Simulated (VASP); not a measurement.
# Pb (Fm-3m) in VASP: notebook

The runs below take Pb through relaxation of cell and atoms, with LDA, PBE, r2SCAN.

All numbers are computed with VASP 6.6.1; they aren't measurements. Logs are shortened: lines on timing, memory, paths and dates and some standing lists are left out, and cuts for length are marked.

## 1. The structure

The structure is cubic, space group Fm-3m (No. 225). The conventional cell has a = 4.950 Å, b = 4.950 Å, c = 4.950 Å, α = 90.00°, β = 90.00°, γ = 90.00°. Pb (site symmetry m-3m) has 12 Pb at 3.50 Å as nearest neighbours.

## 2. Relaxation of cell and atoms, LDA

INCAR

```
SYSTEM = Pb
PREC = Accurate ; ENCUT = 600
EDIFF = 1E-6 ; ISMEAR = 1
SIGMA = 0.1 ; LREAL = .FALSE.
LASPH = .TRUE. ; NELM = 80
ALGO = Normal ; ISIF = 3
LWAVE = .FALSE. ; LCHARG = .FALSE.
IBRION = 2 ; NSW = 90
EDIFFG = -0.01
```

KPOINTS

```
regular mesh
0
G
  16 16 16
  0 0 0
```

POSCAR

```
Pb
1.0
    0.0000000000      2.4750200000      2.4750200000
    2.4750200000      0.0000000000      2.4750200000
    2.4750200000      2.4750200000      0.0000000000
Pb
1
Direct
    0.0000000000      0.0000000000      0.0000000000
```

Potentials or basis: VASP PAW LDA potentials, release 64 (Pb_d).

Run with:

```bash
$ cat potpaw_LDA.64/Pb_d/POTCAR > POTCAR
$ mpirun -np 1 vasp_std > vasp.out
```

OUTCAR:

```text
SYSTEM = Pb
   PREC = Accurate
   ENCUT = 600
   EDIFF = 1E-6
   ISMEAR = 1
   LREAL = .FALSE.
   LASPH = .TRUE.
   NELM = 80
   ISIF = 3
   IBRION = 2
   NSW = 90
   EDIFFG = -0.01

 ion  position               nearest neighbor table
   1  0.000  0.000  0.000-

  LATTYP: Found a face centered cubic cell.
 ALAT       =     4.9500400000

  Lattice vectors:

 A1 = (   0.0000000000,   2.4750200000,   2.4750200000)
 A2 = (   2.4750200000,   0.0000000000,   2.4750200000)
 A3 = (   2.4750200000,   2.4750200000,   0.0000000000)

Analysis of symmetry for initial positions (statically):
=====================================================================
 Subroutine PRICEL returns:
 Original cell was already a primitive cell.

 Routine SETGRP: Setting up the symmetry group for a
 face centered cubic supercell.

 Subroutine GETGRP returns: Found 48 space group operations
 (whereof 48 operations were pure point group operations)
 out of a pool of 48 trial point group operations.

The static configuration has the point symmetry O_h .

Analysis of symmetry for dynamics (positions and initial velocities):
=====================================================================
 Subroutine PRICEL returns:
 Original cell was already a primitive cell.

 Routine SETGRP: Setting up the symmetry group for a
 face centered cubic supercell.

 Subroutine GETGRP returns: Found 48 space group operations
 (whereof 48 operations were pure point group operations)
 out of a pool of 48 trial point group operations.

The dynamic configuration has the point symmetry O_h .

 Subroutine INISYM returns: Found 48 space group operations
 (whereof 48 operations are pure point group operations),
 and found     1 'primitive' translations

----------------------------------------------------------------------------------------

                                     Primitive cell

  volume of cell :      30.3226

  direct lattice vectors                    reciprocal lattice vectors
     0.000000000  2.475020000  2.475020000    -0.202018570  0.202018570  0.202018570
     2.475020000  0.000000000  2.475020000     0.202018570 -0.202018570  0.202018570
     2.475020000  2.475020000  0.000000000     0.202018570  0.202018570 -0.202018570

  length of vectors
     3.500206851  3.500206851  3.500206851     0.349906427  0.349906427  0.349906427

  position of ions in fractional coordinates (direct lattice)
     0.000000000  0.000000000  0.000000000

  ion indices of the primitive-cell ions
   primitive index   ion index
                 1           1

----------------------------------------------------------------------------------------

 KPOINTS: regular mesh

Automatic generation of k-mesh.
 Grid dimensions read from file:
 generate k-points for:   16   16   16

 Generating k-lattice:

  Cartesian coordinates                     Fractional coordinates (reciprocal lattice)
    -0.012626161  0.012626161  0.012626161     0.062500000  0.000000000  0.000000000
     0.012626161 -0.012626161  0.012626161     0.000000000  0.062500000  0.000000000
     0.012626161  0.012626161 -0.012626161     0.000000000  0.000000000  0.062500000

  Length of vectors
     0.021869152  0.021869152  0.021869152

  Shift w.r.t. Gamma in fractional coordinates (k-lattice)
     0.000000000  0.000000000  0.000000000

 Subroutine IBZKPT returns following result:
 ===========================================

 Found    145 irreducible k-points:

 Following reciprocal coordinates:
            Coordinates               Weight
  0.000000  0.000000  0.000000      1.000000
  0.062500  0.000000  0.000000      8.000000
  0.125000  0.000000  0.000000      8.000000
  0.187500  0.000000  0.000000      8.000000
  0.250000  0.000000  0.000000      8.000000
  0.312500  0.000000  0.000000      8.000000
[... 16 lines left out ...]
 -0.125000  0.062500  0.000000     24.000000
 -0.062500  0.062500  0.000000     12.000000
 [... further k-points ...]
   k-points           NKPTS =    145   k-points in BZ     NKDIM =    145   number of bands    NBANDS=     11
   number of dos      NEDOS =    301   number of ions     NIONS =      1
   total plane-waves  NPLWV =  21952
   dimension x,y,z NGX =    28 NGY =   28 NGZ =   28
   dimension x,y,z NGXF=    56 NGYF=   56 NGZF=   56
   ions per type =               1
   NGX,Y,Z   is equivalent  to a cutoff of  13.30, 13.30, 13.30 a.u.
   NGXF,Y,Z  is equivalent  to a cutoff of  26.60, 26.60, 26.60 a.u.
 SYSTEM =  Pb
   PREC   = accura    normal or accurate (medium, high low for compatibility)
   ISTART =      0    job   : 0-new  1-cont  2-samecut
   ICHARG =      2    charge: 1-file 2-atom 10-const
   ISPIN  =      1    spin polarized calculation?
   LNONCOLLINEAR =      F non collinear calculations
   LSORBIT =      F    spin-orbit coupling
   LASPH  =      T    aspherical Exc in radial PAW
   ENCUT  =  600.0 eV  44.10 Ry    6.64 a.u.   6.99  6.99  6.99*2*pi/ulx,y,z
   NELM   =     80;   NELMIN=  2; NELMDL= -5     # of ELM steps
   EDIFF  = 0.1E-05   stopping-criterion for ELM
   LREAL  =      F    real-space projection
   EDIFFG = -.1E-01   stopping-criterion for IOM
   NSW    =     90    number of steps for IOM
   IBRION =      2    ionic relax: 0-MD 1-quasi-New 2-CG
   NFREE  =      1    steps in history (QN), initial steepest desc. (CG)
   ISIF   =      3    stress and relaxation
   ISYM   =      2    0-nonsym 1-usesym 2-fastsym
   POTIM  = 0.5000    time-step for ionic-motion
   TEBEG  =    0.0;   TEEND  =   0.0 temperature during run
   PSTRESS=    0.0 pullay stress
   NELECT =      14.0000    total number of electrons
   NUPDOWN=      -1.0000    fix difference up-down
   EMIN   =  10.00;   EMAX   =-10.00  energy-range for DOS
   EFERMI =   0.00;   METHOD = LEGACY
   ISMEAR =     1;   SIGMA  =   0.10  broadening in eV -4-tet -1-fermi 0-gaus
   EFERMI_NEDOS =   21; number of points for ismear=-14 and -15
   IALGO  =     38    algorithm
   IMIX   =      4    mixing-type and parameters
     AMIX     =   0.40;   BMIX     =  1.00
     AMIX_MAG =   1.60;   BMIX_MAG =  1.00
  volume/ion in A,a.u.               =      30.32       204.63
  Fermi-wavevector in a.u.,A,eV,Ry     =   1.265306  2.391081 21.782907  1.600999
  Thomas-Fermi vector in A             =   2.398566
   LORBIT       =      0    0 simple, 1 ext, 2 COOP (PROOUT), +10 PAW based schemes
   GGA     = CA    functional components
   LHFCALC =     F    Hartree Fock is set to
   AEXX    =    0.0000 exact exchange contribution
   IVDW    =     0    specifies the selected vdW correction
   LEPSILON=     F    determine dielectric tensor
   LRPA    =     F    only Hartree local field effects (RPA)
 conjugate gradient relaxation of ions
 non-spin polarized calculation
 Methfessel and Paxton  Order N= 1 SIGMA  =   0.10
  energy-cutoff  :      600.00
  volume of cell :       30.32
 maximum number of plane-waves:      1036
   NGX = 13   NGY = 13   NGZ = 13

--------------------------------------- Ionic step        1  -------------------------------------------

 number of electron      13.9999999 magnetization

 Free energy of the ion-electron system (eV)
  ---------------------------------------------------
  ext. energy  EPLUGINS =         0.00000000
  ---------------------------------------------------
  free energy    TOTEN  =        -4.24844847 eV

  energy without entropy =       -4.24823360  energy(sigma->0) =       -4.24837685

------------------------ aborting loop because EDIFF is reached ----------------------------------------

  FORCE on cell =-STRESS in cart. coord.  units (eV):
  Direction    XX          YY          ZZ          XY          YZ          ZX
  --------------------------------------------------------------------------------------
  -------------------------------------------------------------------------------------
  Total       -0.3861809     -0.3861809     -0.3861809     -0.0000000     -0.0000000      0.0000000
  in kB      -20.4049386    -20.4049386    -20.4049386     -0.0000000     -0.0000000      0.0000000
  external PRESSURE =     -20.4049386 kB  Pullay stress =       0.0000000 kB
[... 55 lines left out ...]
  energy  without entropy=       -4.2553392801  energy(sigma->0) =       -4.25526380

--------------------------------------- Ionic step        3  -------------------------------------------

 number of electron      13.9999999 magnetization

 Free energy of the ion-electron system (eV)
  ---------------------------------------------------
  ext. energy  EPLUGINS =         0.00000000
  ---------------------------------------------------
  free energy    TOTEN  =        -4.25644037 eV

  energy without entropy =       -4.25643915  energy(sigma->0) =       -4.25643997

 E-fermi :   7.5376     XC(G=0): -10.6515

 val. band max:        7.4999169774   @ k =  -0.4375   0.3750   0.1875
 cond. band min:       7.5838834362   @ k =  -0.3125   0.3125   0.1250
 fundamental gap:      0.0839664588
 Fermi energy:         7.5376121655

 k-point     1 :       0.0000    0.0000    0.0000
  band No.  band energies     occupation
      1      -9.5666      2.00000
      2      -9.5666      2.00000
      3      -9.5666      2.00000
      4      -9.4050      2.00000
      5      -9.4050      2.00000
      6      -4.5737      2.00000
      7      15.1497      0.00000
      8      15.1497      0.00000
      9      15.1497      0.00000
     10      17.3240      0.00000
     11      19.4675      0.00000
[... 309 lines left out ...]
 k-point    24 :      -0.0625    0.0625    0.0000
  band No.  band energies     occupation
      1      -9.5701      2.00000
      2      -9.5522      2.00000
      3      -9.5452      2.00000
      4      -9.4129      2.00000
      5      -9.3991      2.00000
      6      -4.3646      2.00000
      7      13.3262      0.00000
      8      14.1382      0.00000
      9      15.2426      0.00000
     10      17.1610      0.00000
     11      19.9149      0.00000

 [... further k-points ...]
[... 5 lines left out ...]
  --------------------------------------------------------------------------------------
  -------------------------------------------------------------------------------------
  Total       -0.0029405     -0.0029405     -0.0029405      0.0000000      0.0000000      0.0000000
  in kB       -0.1618331     -0.1618331     -0.1618331      0.0000000      0.0000000      0.0000000
  external PRESSURE =      -0.1618331 kB  Pullay stress =       0.0000000 kB
[... 16 lines left out ...]
  FREE ENERGIE OF THE ION-ELECTRON SYSTEM (eV)
  ---------------------------------------------------
  free  energy   TOTEN  =        -4.2564403738 eV

  energy  without entropy=       -4.2564391525  energy(sigma->0) =       -4.25643997

 reached required accuracy - stopping structural energy minimisation
```

Run time: 65 s. Hardware: 1 thread of Intel Xeon Platinum 8488C (Sapphire Rapids), shared host; peak memory 0.19 GiB.

What came out:

```yaml
Free_energy: -4.2564 eV
Relaxed_volume: 29.11 Å³/atom
Relaxed_cell: a = 3.453 Å, b = 3.453 Å, c = 3.453 Å, α = 60.00°, β = 60.00°, γ = 60.00°
Space_group_after_relaxing_to_0.05_Å: Fm-3m (No. 225)
Energy_gained_by_relaxing: 8.0 meV/atom
Ionic_steps: 3
Pressure_after_relaxing: 0.0 GPa
Band_gap_on_the_k_mesh: none (metal or under the smearing width)
```

Step by step:
```tsv
step	energy change (eV)	largest force (eV/Å)	pressure (GPa)	volume (Å³)
1	0.0000	0.0000	-2.04	30.32
2	-0.0068	0.0000	0.91	28.66
3	-0.0080	0.0000	-0.02	29.11
```

Final structure:
```
Pb
1.0
     0.00000    2.44163    2.44163
     2.44163    0.00000    2.44163
     2.44163    2.44163    0.00000
Pb
1
Direct
  0.00000 0.00000 0.00000
```

The run has no spin-orbit coupling, so splittings on Pb are missing. LDA usually gives volumes a few per cent too small.

(Continued in part 2 of 2.)
